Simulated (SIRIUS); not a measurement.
# BAs (F-43m) in SIRIUS: reference runs

How does BAs come out in PBEsol? The cell is run as given, then over a range of volumes.

Everything below comes from runs of SIRIUS 7.12.0. Logs are shortened: lines on timing, memory, paths and dates and some standing lists are left out, and cuts for length are marked. The log counts tension as positive stress, the text compression.

**The experiment to reproduce.**

From “Basic Physical Properties of Cubic Boron Arsenide”, 2019, arxiv:1911.11281, for a bulk crystal of BAs: bulk modulus 148 GPa.

The runs below are set against these values where they give the same quantity.

## Step 1: The crystal as given

It takes space group F-43m (No. 216, cubic). Conventional cell: a = 4.777 Å, b = 4.777 Å, c = 4.777 Å, α = 90.00°, β = 90.00°, γ = 90.00°. As (site symmetry -43m) is surrounded by 4 B at 2.07 Å. Around B (site symmetry -43m) lie 4 As at 2.07 Å.

## Step 2: Single point, PBEsol

Input file sirius.json:

```json
{
  "control": {
    "processing_unit": "cpu",
    "std_evp_solver_name": "lapack",
    "gen_evp_solver_name": "lapack",
    "verbosity": 2,
    "print_forces": true,
    "ortho_rf": true,
    "use_second_variation": true,
    "rmt_max": 3.0,
    "num_bands_to_print": 21,
    "save_wf": true
  },
  "parameters": {
    "electronic_structure_method": "full_potential_lapwlo",
    "xc_functionals": ["XC_GGA_X_PBE_SOL", "XC_GGA_C_PBE_SOL"],
    "core_relativity": "dirac",
    "valence_relativity": "iora",
    "num_fv_states": 21,
    "smearing": "fermi_dirac",
    "smearing_width": 0.0018374661,
    "pw_cutoff": 21,
    "gk_cutoff": 4.09,
    "lmax_apw": 10,
    "lmax_rho": 8,
    "lmax_pot": 8,
    "num_mag_dims": 0,
    "auto_rmt": 0,
    "ngridk": [10, 10, 10],
    "shiftk": [0, 0, 0],
    "num_dft_iter": 80,
    "energy_tol": 1e-07,
    "density_tol": 1e-05,
    "use_symmetry": true
  },
  "settings": {"tol_ne": 1e-10},
  "iterative_solver": {"type": "exact"},
  "mixer": {"type": "anderson", "beta": 0.5, "max_history": 8},
  "unit_cell": {
    "lattice_vectors": [[0.0, 4.5136108487, 4.5136108487], [4.5136108487, 0.0, 4.5136108487], [4.5136108487, 4.5136108487, 0.0]],
    "atom_types": ["As", "B"],
    "atom_files": {"As": "As.json", "B": "B.json"},
    "atoms": {"As": [[0.75, 0.75, 0.75]], "B": [[0.0, 0.0, 0.0]]}
  }
}
```

Input file As.json:

```json
{
  "name": "arsenic",
  "symbol": "As",
  "number": 33,
  "mass": 74.9216,
  "rmin": 1e-06,
  "rmt": 2.18,
  "nrmt": 800,
  "rinf": 15.07,
  "core": "1s2s2p",
  "valence": [
    {"basis": [{"enu": 0.09, "dme": 0, "n": 0, "auto": 0}, {"enu": 0.09, "dme": 1, "n": 0, "auto": 0}]},
    {"l": 0, "n": 1, "basis": [{"enu": 0.0686, "dme": 0, "n": 0, "auto": 0}]},
    {"l": 1, "n": 2, "basis": [{"enu": 0.19, "dme": 0, "n": 0, "auto": 0}]},
    {"l": 2, "n": 3, "basis": [{"enu": 0.19, "dme": 0, "n": 0, "auto": 0}]},
    {"l": 3, "n": 4, "basis": [{"enu": 0.19, "dme": 0, "n": 0, "auto": 0}]}
  ],
  "lo": [
    {
      "l": 0,
      "basis": [{"enu": 0.0686, "dme": 0, "n": 0, "auto": 0}, {"enu": 0.0686, "dme": 1, "n": 0, "auto": 0}]
    },
    {
      "l": 0,
      "basis": [{"enu": 0.0686, "dme": 1, "n": 0, "auto": 0}, {"enu": 0.0686, "dme": 2, "n": 0, "auto": 0}]
    },
    {
      "l": 0,
      "basis": [{"enu": -6.5608, "dme": 0, "n": 3, "auto": 1}, {"enu": -6.5608, "dme": 1, "n": 3, "auto": 1}]
    },
    {
      "l": 0,
      "basis": [{"enu": 0.0686, "dme": 0, "n": 0, "auto": 0}, {"enu": 2.5936, "dme": 0, "n": 0, "auto": 0}]
    },
    {"l": 1, "basis": [{"enu": 0.19, "dme": 0, "n": 0, "auto": 0}, {"enu": 0.19, "dme": 1, "n": 0, "auto": 0}]},
    {
      "l": 1,
      "basis": [{"enu": -4.5109, "dme": 0, "n": 3, "auto": 1}, {"enu": -4.5109, "dme": 1, "n": 3, "auto": 1}]
    },
    {
      "l": 1,
      "basis": [{"enu": -4.5109, "dme": 1, "n": 3, "auto": 1}, {"enu": 0.19, "dme": 0, "n": 0, "auto": 0}]
    },
    {"l": 1, "basis": [{"enu": 0.19, "dme": 0, "n": 0, "auto": 0}, {"enu": 4.0617, "dme": 0, "n": 0, "auto": 0}]},
    {"l": 2, "basis": [{"enu": 0.19, "dme": 0, "n": 0, "auto": 0}, {"enu": 0.19, "dme": 1, "n": 0, "auto": 0}]},
    {
      "l": 2,
      "basis": [{"enu": -1.1185, "dme": 0, "n": 3, "auto": 1}, {"enu": -1.1185, "dme": 1, "n": 3, "auto": 1}]
    },
    {
      "l": 2,
      "basis": [{"enu": -1.1185, "dme": 1, "n": 3, "auto": 1}, {"enu": 0.19, "dme": 0, "n": 0, "auto": 0}]
    },
    {"l": 2, "basis": [{"enu": 0.19, "dme": 0, "n": 0, "auto": 0}, {"enu": 4.5667, "dme": 0, "n": 0, "auto": 0}]},
    {"l": 3, "basis": [{"enu": 0.19, "dme": 0, "n": 0, "auto": 0}, {"enu": 0.19, "dme": 1, "n": 0, "auto": 0}]},
    {"l": 3, "basis": [{"enu": 0.19, "dme": 0, "n": 0, "auto": 0}, {"enu": 3.8513, "dme": 0, "n": 0, "auto": 0}]}
  ],
  "free_atom": [... radial grid and density of the free atom, the start of the SCF ...]
}
```

Input file B.json:

```json
{
  "name": "boron",
  "symbol": "B",
  "number": 5,
  "mass": 10.811,
  "rmin": 1e-06,
  "rmt": 1.59,
  "nrmt": 800,
  "rinf": 17.81,
  "core": "",
  "valence": [
    {"basis": [{"enu": 0.09, "dme": 0, "n": 0, "auto": 0}, {"enu": 0.09, "dme": 1, "n": 0, "auto": 0}]},
    {"l": 0, "n": 1, "basis": [{"enu": 0.1359, "dme": 0, "n": 0, "auto": 0}]},
    {"l": 1, "n": 2, "basis": [{"enu": 0.19, "dme": 0, "n": 0, "auto": 0}]},
    {"l": 2, "n": 3, "basis": [{"enu": 0.19, "dme": 0, "n": 0, "auto": 0}]},
    {"l": 3, "n": 4, "basis": [{"enu": 0.19, "dme": 0, "n": 0, "auto": 0}]}
  ],
  "lo": [
    {
      "l": 0,
      "basis": [{"enu": 0.1359, "dme": 0, "n": 0, "auto": 0}, {"enu": 0.1359, "dme": 1, "n": 0, "auto": 0}]
    },
    {
      "l": 0,
      "basis": [{"enu": 0.1359, "dme": 1, "n": 0, "auto": 0}, {"enu": 0.1359, "dme": 2, "n": 0, "auto": 0}]
    },
    {
      "l": 0,
      "basis": [{"enu": -6.2364, "dme": 0, "n": 1, "auto": 1}, {"enu": -6.2364, "dme": 1, "n": 1, "auto": 1}]
    },
    {
      "l": 0,
      "basis": [{"enu": 0.1359, "dme": 0, "n": 0, "auto": 0}, {"enu": 4.8825, "dme": 0, "n": 0, "auto": 0}]
    },
    {"l": 1, "basis": [{"enu": 0.19, "dme": 0, "n": 0, "auto": 0}, {"enu": 0.19, "dme": 1, "n": 0, "auto": 0}]},
    {"l": 1, "basis": [{"enu": 0.19, "dme": 1, "n": 0, "auto": 0}, {"enu": 0.19, "dme": 2, "n": 0, "auto": 0}]},
    {"l": 1, "basis": [{"enu": 0.19, "dme": 0, "n": 0, "auto": 0}, {"enu": 5.6486, "dme": 0, "n": 0, "auto": 0}]},
    {"l": 2, "basis": [{"enu": 0.19, "dme": 0, "n": 0, "auto": 0}, {"enu": 0.19, "dme": 1, "n": 0, "auto": 0}]},
    {"l": 2, "basis": [{"enu": 0.19, "dme": 1, "n": 0, "auto": 0}, {"enu": 0.19, "dme": 2, "n": 0, "auto": 0}]},
    {"l": 2, "basis": [{"enu": 0.19, "dme": 0, "n": 0, "auto": 0}, {"enu": 6.3606, "dme": 0, "n": 0, "auto": 0}]},
    {"l": 3, "basis": [{"enu": 0.19, "dme": 0, "n": 0, "auto": 0}, {"enu": 0.19, "dme": 1, "n": 0, "auto": 0}]}
  ],
  "free_atom": [... radial grid and density of the free atom, the start of the SCF ...]
}
```

Input file sirius_start.json:

```json
{
  "control": {
    "processing_unit": "cpu",
    "std_evp_solver_name": "lapack",
    "gen_evp_solver_name": "lapack",
    "verbosity": 1,
    "print_forces": false,
    "ortho_rf": true,
    "use_second_variation": true,
    "rmt_max": 3.0,
    "num_bands_to_print": 21,
    "save_wf": false
  },
  "parameters": {
    "electronic_structure_method": "full_potential_lapwlo",
    "xc_functionals": ["XC_LDA_X", "XC_LDA_C_PW"],
    "core_relativity": "dirac",
    "valence_relativity": "iora",
    "num_fv_states": 21,
    "smearing": "fermi_dirac",
    "smearing_width": 0.0055123983,
    "pw_cutoff": 21,
    "gk_cutoff": 3.27,
    "lmax_apw": 10,
    "lmax_rho": 8,
    "lmax_pot": 8,
    "num_mag_dims": 0,
    "auto_rmt": 0,
    "ngridk": [4, 4, 4],
    "shiftk": [0, 0, 0],
    "num_dft_iter": 30,
    "energy_tol": 0.01,
    "density_tol": 0.05,
    "use_symmetry": true
  },
  "settings": {"tol_ne": 1e-10},
  "iterative_solver": {"type": "exact"},
  "mixer": {"type": "anderson", "beta": 0.5, "max_history": 8},
  "unit_cell": {
    "lattice_vectors": [[0.0, 4.5136108487, 4.5136108487], [4.5136108487, 0.0, 4.5136108487], [4.5136108487, 4.5136108487, 0.0]],
    "atom_types": ["As", "B"],
    "atom_files": {"As": "As.json", "B": "B.json"},
    "atoms": {"As": [[0.75, 0.75, 0.75]], "B": [[0.0, 0.0, 0.0]]}
  }
}
```

Potentials or basis: all-electron FP-LAPW, apw+lo standard.

Command:

```console
OMP_NUM_THREADS=1 sirius.scf --input=sirius_start.json --output=start.json
OMP_NUM_THREADS=1 sirius.scf --input=sirius.json --output=output.json --task=1
```

Standard output:

```text
[info] SIRIUS version : 7.12.0
[info] number of MPI ranks           : 1
[info] MPI grid                      : 1 1
[info] maximum number of OMP threads : 1
[fft] FFT context for density and potential
[fft] =====================================
[fft]   plane wave cutoff                     : 21
[fft]   grid size                             : 45 45 45   total : 91125
[fft]   grid limits                           : -22 22   -22 22   -22 22
[fft]   number of G-vectors within the cutoff : 28763
[fft]   number of G-shells                    : 786
[fft] FFT context for coarse grid
[fft] =====================================
[fft]   plane wave cutoff                     : 8.18
[fft]   grid size                             : 20 20 20   total : 8000
[fft]   grid limits                           : -9 10   -9 10   -9 10
[fft]   number of G-vectors within the cutoff : 1687
[fft]   number of G-shells                    : 67
[unit cell] lattice vectors
[unit cell]   a1 :       0.0000000000      4.5136108487      4.5136108487
[unit cell]   a2 :       4.5136108487      0.0000000000      4.5136108487
[unit cell]   a3 :       4.5136108487      4.5136108487      0.0000000000
[unit cell] reciprocal lattice vectors
[unit cell]   b1 :      -0.6960264761      0.6960264761      0.6960264761
[unit cell]   b2 :       0.6960264761     -0.6960264761      0.6960264761
[unit cell]   b3 :       0.6960264761      0.6960264761     -0.6960264761
[unit cell] unit cell volume :       183.90872505 [a.u.^3]
[unit cell] 1/sqrt(omega)    :         0.07373927
[unit cell] MT volume        :        60.23443034 (32.75%)
[unit cell] IT volume        :       123.67429471 (67.25%)
[unit cell] number of atom types : 2
[unit cell] type id : 0 symbol : As mt_radius :   2.180000 num_atoms : 1
[unit cell] type id : 1 symbol :  B mt_radius :   1.590000 num_atoms : 1
[unit cell] total number of atoms : 2
[unit cell] number of symmetry classes : 2
[unit cell] atom id  type id  class id             position                      vector_field
[unit cell] ------------------------------------------------------------------------------------------
[unit cell]      0        0        0      0.75000   0.75000   0.75000      0.00000   0.00000   0.00000
[unit cell]      1        1        1      0.00000   0.00000   0.00000      0.00000   0.00000   0.00000
[unit cell] atom id         position (Cartesian, a.u.)
[unit cell] ---------------------------------------------
[unit cell]      0       6.770416    6.770416    6.770416
[unit cell]      1       0.000000    0.000000    0.000000
[unit cell] class id : 0 atom id : 0
[unit cell] class id : 1 atom id : 1
[... 357 lines left out ...]
[diagonalize] ik:   46   -6.521844   -6.072950   -4.447686   -4.447686   -4.447686   -1.039688   -1.039420   -1.039177   -1.039036   -1.038799   -0.130842   -0.020321    0.078491    0.087853    0.440978    0.452955    0.563535    0.565844    0.729226    0.847799    0.858274
[generate_core_charge_density] atom class : 0
[generate_core_charge_density]   n,l,k : 1 0 1  energy :        -429.77835124
[generate_core_charge_density]   n,l,k : 2 0 1  energy :         -54.12126150
[generate_core_charge_density]   n,l,k : 2 1 1  energy :         -48.32017358
[generate_core_charge_density]   n,l,k : 2 1 2  energy :         -46.97785842
[generate_core_charge_density] atom class : 1
[find] Total energy                   :   -2284.23136286 (Ha),   -4568.46272572 (Ry)
[find] iteration : 1, RMS (target) : 6.7182e-02 (1.0000e-05) , energy difference (target) : 3.8030e-05 (1.0000e-07)
[find] Total energy                   :   -2284.23135451 (Ha),   -4568.46270901 (Ry)
[find] iteration : 2, RMS (target) : 2.4541e-03 (1.0000e-05) , energy difference (target) : 8.3522e-06 (1.0000e-07)
[find] Total energy                   :   -2284.23135996 (Ha),   -4568.46271992 (Ry)
[find] iteration : 3, RMS (target) : 8.2502e-04 (1.0000e-05) , energy difference (target) : -5.4523e-06 (1.0000e-07)
[... 15 lines left out ...]
[find] valence_eval_sum               :     -61.95322725
[find] core_eval_sum                  :   -1252.31997787
[find] kinetic energy                 :    2333.45481785
[find] enuc                           :   -2764.13548118
[find] <rho|V^{XC}>                   :    -113.04670682
[find] <rho|E^{XC}>                   :     -86.21004627
[find] <mag|B^{XC}>                   :       0.00000000
[find] <rho|V^{H}>                    :   -3534.68131615
[find] smearing (-TS)                 :      -0.00000001
[find] SCF correction                 :       0.00000838
[find] Total energy                   :   -2284.23135928 (Ha),   -4568.46271856 (Ry)
[find] Free energy (E-TS)             :   -2284.23135929 (Ha),   -4568.46271857 (Ry)
[find] band gap (eV)                  :       1.08514830
[find] Efermi                         :       0.29760874
[find] iteration : 6, RMS (target) : 3.9425e-06 (1.0000e-05) , energy difference (target) : 9.7849e-08 (1.0000e-07)
[find] converged after 7 SCF iterations!
[find] Charges and magnetic moments
[find] --------------------------------------------------------------------------------
[find] atom      charge    core leakage
[find] --------------------------------------------------------------------------------
[find]    0   31.064662    0.000000e+00
[find]    1    3.462526    0.000000e+00
[find] total core leakage    : 0.00000000e+00
[find] interstitial charge   : 3.472811
[find] total charge          : 37.999999
[find] Energy
[find] --------------------------------------------------------------------------------
[find] valence_eval_sum               :     -61.95322725
[find] core_eval_sum                  :   -1252.31997787
[find] kinetic energy                 :    2333.45481785
[find] enuc                           :   -2764.13548118
[find] <rho|V^{XC}>                   :    -113.04670682
[find] <rho|E^{XC}>                   :     -86.21004627
[find] <mag|B^{XC}>                   :       0.00000000
[find] <rho|V^{H}>                    :   -3534.68131615
[find] smearing (-TS)                 :      -0.00000001
[find] SCF correction                 :       0.00000838
[find] Total energy                   :   -2284.23135928 (Ha),   -4568.46271856 (Ry)
[find] Free energy (E-TS)             :   -2284.23135929 (Ha),   -4568.46271857 (Ry)
[find] band gap (eV)                  :       1.08514830
[find] Efermi                         :       0.29760874
[ground_state]
[ground_state] ==== total Forces in Ha/bohr =====
[ground_state] atom:    0, force:      -0.0000000     -0.0000000      0.0000000
[ground_state] atom:    1, force:       0.0000000      0.0000000     -0.0000000
[ground_state] ==== contribution from density =====
[ground_state] atom:    0, force:      -0.0000000     -0.0000000      0.0000000
[ground_state] atom:    1, force:       0.0000000      0.0000000     -0.0000000
[ground_state] ==== contribution from Hartree potential =====
[ground_state] atom:    0, force:       0.0000000      0.0000000      0.0000000
[ground_state] atom:    1, force:       0.0000000     -0.0000000      0.0000000
[ground_state] ==== contribution from IBS =====
[ground_state] atom:    0, force:       0.0000000     -0.0000000      0.0000000
[ground_state] atom:    1, force:       0.0000000      0.0000000     -0.0000000
```

Wall time 36 s (1 thread of Intel Xeon Platinum 8488C (Sapphire Rapids), shared host); peak memory 0.45 GiB.

What came out:

| Quantity | Value |
| --- | --- |
| Free energy | -62157.1018 eV |
| Band gap on the k mesh | 1.09 eV, indirect (least direct gap 3.24 eV) |
| All electrons inside the program's atomic spheres | As 31.06; B 3.46 (radii As 2.18, B 1.59 bohr) |

Levels at points of the mesh, in eV from the valence-band top:
| k point | band 10 | band 11 | band 12 | band 13 | band 14 | band 15 | band 16 | band 17 | band 18 | band 19 |
| --- | --- | --- | --- | --- | --- | --- | --- | --- | --- | --- |
| (0.00, 0.00, 0.00) | -35.82 | -15.43 | 0.00 | 0.00 | 0.00 | 3.24 | 3.24 | 3.24 | 4.66 | 9.35 |
| (0.50, 0.00, 0.00) | -35.81 | -12.56 | -8.82 | -1.83 | -1.83 | 2.65 | 4.74 | 4.74 | 8.73 | 12.57 |
| (0.50, 0.50, 0.00) | -35.81 | -11.25 | -8.52 | -4.10 | -4.10 | 1.32 | 1.35 | 11.37 | 11.37 | 12.79 |

(Part 1 of 4 ends here.)
